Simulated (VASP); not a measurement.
# Cs (I4/mmm) in VASP: further runs

The runs below take Cs through single point, with PBE.

Program: VASP 6.6.1. These are calculated values, not measurements. Logs are shortened: lines on timing, memory, paths and dates and some standing lists are left out, and cuts for length are marked.

**1. Starting point**

It takes space group I4/mmm (No. 139, tetragonal). The conventional cell has a = 5.500 Å, b = 5.500 Å, c = 8.194 Å, α = 90.00°, β = 90.00°, γ = 90.00°.

This isn't the form of Cs at room conditions, which is bcc.

**2. Single point, PBE**

File INCAR:

```
PREC = Accurate
ENCUT = 450
EDIFF = 1E-6
ISMEAR = 1
SIGMA = 0.2
LREAL = False
LASPH = True
NELM = 100
ALGO = Normal
ISIF = 2
LWAVE = False
LCHARG = False
GGA = PE
NBANDS = 10
ADDGRID = False
```

File KPOINTS:

```
regular mesh
0
Gamma
  5 5 5
```

File POSCAR:

```
Cs
1.0
   -2.6528630000      2.7200140000      3.9488130000
    2.8833600000     -2.6988260000      4.0893020000
    2.7318000000      2.7777640000     -3.9345920000
Cs
1
Direct
    0.0073440000      0.0133040000      0.0001460000
```

Potentials or basis: VASP PAW PBE potentials, release 64 (Cs_sv).

On the command line:

```bash
cat potpaw_PBE.64/Cs_sv/POTCAR > POTCAR
mpirun -np 1 vasp_std > vasp.out
```

OUTCAR:

```text
PREC = Accurate
   ENCUT = 450
   EDIFF = 1E-6
   ISMEAR = 1
   LREAL = False
   LASPH = True
   NELM = 100
   ISIF = 2
   GGA = PE

 Found     63 irreducible k-points:

 Following reciprocal coordinates:
            Coordinates               Weight
  0.000000  0.000000  0.000000      1.000000
  0.200000 -0.000000  0.000000      2.000000
  0.400000 -0.000000  0.000000      2.000000
  0.000000  0.200000  0.000000      2.000000
  0.200000  0.200000  0.000000      2.000000
  0.400000  0.200000  0.000000      2.000000
   k-points           NKPTS =     63   k-points in BZ     NKDIM =     63   number of bands    NBANDS=     10
   number of dos      NEDOS =    301   number of ions     NIONS =      1
   total plane-waves  NPLWV =  64000
   dimension x,y,z NGX =    40 NGY =   40 NGZ =   40
   dimension x,y,z NGXF=    80 NGYF=   80 NGZF=   80
   ions per type =               1
   NGX,Y,Z   is equivalent  to a cutoff of  12.13, 11.70, 12.01 a.u.
   NGXF,Y,Z  is equivalent  to a cutoff of  24.27, 23.39, 24.02 a.u.
 SYSTEM =  unknown system
   PREC   = accura    normal or accurate (medium, high low for compatibility)
   ISTART =      0    job   : 0-new  1-cont  2-samecut
   ICHARG =      2    charge: 1-file 2-atom 10-const
   ISPIN  =      1    spin polarized calculation?
   LNONCOLLINEAR =      F non collinear calculations
   LSORBIT =      F    spin-orbit coupling
   LASPH  =      T    aspherical Exc in radial PAW
   ENCUT  =  450.0 eV  33.07 Ry    5.75 a.u.   9.48  9.83  9.58*2*pi/ulx,y,z
   NELM   =    100;   NELMIN=  2; NELMDL= -5     # of ELM steps
   EDIFF  = 0.1E-05   stopping-criterion for ELM
   LREAL  =      F    real-space projection
   EDIFFG = 0.1E-04   stopping-criterion for IOM
   NSW    =      0    number of steps for IOM
   IBRION =     -1    ionic relax: 0-MD 1-quasi-New 2-CG
   NFREE  =      0    steps in history (QN), initial steepest desc. (CG)
   ISIF   =      2    stress and relaxation
   ISYM   =      2    0-nonsym 1-usesym 2-fastsym
   POTIM  = 0.5000    time-step for ionic-motion
   TEBEG  =    0.0;   TEEND  =   0.0 temperature during run
   PSTRESS=    0.0 pullay stress
   NELECT =       9.0000    total number of electrons
   NUPDOWN=      -1.0000    fix difference up-down
   EMIN   =  10.00;   EMAX   =-10.00  energy-range for DOS
   EFERMI =   0.00;   METHOD = LEGACY
   ISMEAR =     1;   SIGMA  =   0.20  broadening in eV -4-tet -1-fermi 0-gaus
   EFERMI_NEDOS =   21; number of points for ismear=-14 and -15
   IALGO  =     38    algorithm
   IMIX   =      4    mixing-type and parameters
     AMIX     =   0.40;   BMIX     =  1.00
     AMIX_MAG =   1.60;   BMIX_MAG =  1.00
  volume/ion in A,a.u.               =     123.95       836.44
  Fermi-wavevector in a.u.,A,eV,Ry     =   0.682981  1.290648  6.346621  0.466464
  Thomas-Fermi vector in A             =   1.762213
   LORBIT       =      0    0 simple, 1 ext, 2 COOP (PROOUT), +10 PAW based schemes
   GGA     = PE    functional components
   LHFCALC =     F    Hartree Fock is set to
   AEXX    =    0.0000 exact exchange contribution
   IVDW    =     0    specifies the selected vdW correction
   LEPSILON=     F    determine dielectric tensor
   LRPA    =     F    only Hartree local field effects (RPA)
 non-spin polarized calculation
 Methfessel and Paxton  Order N= 1 SIGMA  =   0.20
  energy-cutoff  :      450.00
  volume of cell :      123.95
 maximum number of plane-waves:      2710
 NGX is ok and might be reduce to    40

 number of electron       9.0000000 magnetization

 Free energy of the ion-electron system (eV)
  ---------------------------------------------------
  ext. energy  EPLUGINS =         0.00000000
  ---------------------------------------------------
  free energy    TOTEN  =        -0.86816516 eV

  energy without entropy =       -0.87379939  energy(sigma->0) =       -0.87004324

 E-fermi :   0.3428     XC(G=0):  -5.2229

 val. band max:        0.2862922414   @ k =   0.0000   0.0000   0.4000
 cond. band min:       0.3545462783   @ k =  -0.4000   0.4000  -0.0000
 fundamental gap:      0.0682540368
 Fermi energy:         0.3427741418

 k-point     1 :       0.0000    0.0000    0.0000
  band No.  band energies     occupation
      1     -23.6306      2.00000
      2     -10.3884      2.00000
      3     -10.3828      2.00000
      4     -10.3822      2.00000
      5      -1.3297      2.00000
      6       2.4851     -0.00000
      7       2.7445     -0.00000
      8       2.7973     -0.00000
      9       3.6041     -0.00000
     10       3.7881     -0.00000

 k-point     2 :       0.2000   -0.0000    0.0000
  band No.  band energies     occupation
      1     -23.6290      2.00000
      2     -10.4219      2.00000
      3     -10.3908      2.00000
      4     -10.3896      2.00000
      5      -0.9490      2.00000
      6       2.1096     -0.00000
      7       2.6650     -0.00000
      8       2.8784     -0.00000
      9       3.4948     -0.00000
     10       3.5452     -0.00000

 k-point     3 :       0.4000   -0.0000    0.0000
  band No.  band energies     occupation
      1     -23.6264      2.00000
      2     -10.4831      2.00000
      3     -10.4013      2.00000
      4     -10.3952      2.00000
      5      -0.0290      2.02453
      6       1.2606     -0.00000
      7       2.5074     -0.00000
      8       2.6610     -0.00000
      9       3.9880     -0.00000
     10       4.2698     -0.00000

 k-point     4 :       0.0000    0.2000    0.0000
  band No.  band energies     occupation
      1     -23.6294      2.00000
      2     -10.4204      2.00000
      3     -10.3872      2.00000
      4     -10.3853      2.00000
      5      -0.9803      2.00000
      6       1.9697     -0.00000
      7       2.7884     -0.00000
      8       2.8441     -0.00000
      9       3.5861     -0.00000
     10       3.6693     -0.00000

 k-point     5 :       0.2000    0.2000    0.0000
  band No.  band energies     occupation
      1     -23.6277      2.00000
      2     -10.4387      2.00000
      3     -10.4153      2.00000
      4     -10.3936      2.00000
      5      -0.4357      2.00000
      6       1.7771     -0.00000
      7       2.1479     -0.00000
      8       3.0380     -0.00000
      9       3.2768     -0.00000
     10       4.1943     -0.00000

 k-point     6 :       0.4000    0.2000    0.0000
  band No.  band energies     occupation
      1     -23.6256      2.00000
      2     -10.4797      2.00000
      3     -10.4200      2.00000
      4     -10.4069      2.00000
      5       0.5084      0.00620
      6       1.1007     -0.00000
      7       1.9573     -0.00000
      8       2.8756     -0.00000
      9       3.6674     -0.00000
     10       4.1919     -0.00000

 [... further k-points ...]

------------------------ aborting loop because EDIFF is reached ----------------------------------------

  FORCE on cell =-STRESS in cart. coord.  units (eV):
  Direction    XX          YY          ZZ          XY          YZ          ZX
  --------------------------------------------------------------------------------------
  -------------------------------------------------------------------------------------
  Total       -0.1288191     -0.0612461     -0.1055176     -0.0059617     -0.0017187     -0.0810341
  in kB       -1.6651379     -0.7916784     -1.3639386     -0.0770624     -0.0222160     -1.0474615
  external PRESSURE =      -1.2735850 kB  Pullay stress =       0.0000000 kB

 VOLUME and BASIS-vectors are now :
 -----------------------------------------------------------------------------
  energy-cutoff  :      450.00
  volume of cell :      123.95
      direct lattice vectors                 reciprocal lattice vectors
    -2.652863000  2.720014000  3.948813000    -0.005972949  0.181656419  0.124099719
     2.883360000 -2.698826000  4.089302000     0.174839185 -0.002819191  0.119401107
     2.731800000  2.777764000 -3.934592000     0.175719406  0.179382947 -0.005511685

 POSITION                                       TOTAL-FORCE (eV/Angst)
 -----------------------------------------------------------------------------------
      0.01928     -0.01552      0.08283        -0.000000     -0.000000      0.000000
 -----------------------------------------------------------------------------------
    total drift:                               -0.000001      0.000003     -0.000002

  FREE ENERGIE OF THE ION-ELECTRON SYSTEM (eV)
  ---------------------------------------------------
  free  energy   TOTEN  =        -0.8681651625 eV

  energy  without entropy=       -0.8737993904  energy(sigma->0) =       -0.87004324
```

It took 28 s on 1 thread of Intel Xeon Platinum 8488C (Sapphire Rapids), shared host; peak memory 0.25 GiB.

The run converged, but some of its settings lie outside the range that counts as converged, so its numbers aren't taken as properties of the crystal.

What came out:

```yaml
Free_energy: -0.8682 eV
Pressure: -0.1 GPa
Band_gap_on_the_k_mesh: none (metal or under the smearing width)
```

**3. Single point, PBE**

This run uses another cell than the first one, of the same volume but with other edges.

INCAR: that of step 2 with these lines changed.

```diff
@@ -4,3 +4,3 @@
 ISMEAR = 1
-SIGMA = 0.2
+SIGMA = 0.1
 LREAL = False
```

KPOINTS is that of step 2.

File POSCAR:

```
Cs
1.0
   -2.7500754600      2.7500754600      4.0972389800
    2.7500754600     -2.7500754600      4.0972389800
    2.7500754600      2.7500754600     -4.0972389800
Cs
1
Direct
    0.0000000000      0.0000000000      0.0000000000
```

Potentials or basis: VASP PAW PBE potentials, release 64 (Cs_sv).

On the command line:

```bash
cat potpaw_PBE.64/Cs_sv/POTCAR > POTCAR
mpirun -np 1 vasp_std > vasp.out
```

Run time: 9.5 s. Hardware: 1 thread of Intel Xeon Platinum 8488C (Sapphire Rapids), shared host; peak memory 0.22 GiB.

These settings aren't checked as converged: the numbers below hold their error.

Results:

- Free energy: -0.8719 eV
- Pressure: -0.1 GPa
- Band gap on the k mesh: none (metal or under the smearing width)

**4. Single point, PBE**

INCAR is that of step 3.

KPOINTS is that of step 3.

File POSCAR:

```
Cs
1.0
   -2.6528630000      2.7200140000      3.9488130000
    2.8833600000     -2.6988260000      4.0893020000
    2.7318000000      2.7777640000     -3.9345920000
Cs
1
Direct
    0.0073440000      0.0133040000      0.0001460000
```

On the command line:

```bash
cat potpaw_PBE.64/Cs_sv/POTCAR > POTCAR
mpirun -np 1 vasp_std > vasp.out
```

It took 27 s on 1 thread of Intel Xeon Platinum 8488C (Sapphire Rapids), shared host; peak memory 0.25 GiB.

The run converged, but some of its settings lie outside the range that counts as converged, so its numbers aren't taken as properties of the crystal.

Results:

* Free energy: -0.8693 eV
* Pressure: -0.1 GPa
* Band gap on the k mesh: none (metal or under the smearing width)

**5. The reference run**

An earlier run on the cell as given: functional PBE; potentials or basis VASP PAW PBE potentials, release 64 (Cs_sv); cutoff 520 eV; k mesh 7 × 7 × 7; occupations fermi-dirac, width 0.05 eV; no spin polarisation.

- Pressure: -0.1 GPa
- Band gap on the k mesh: none (metal or under the smearing width)
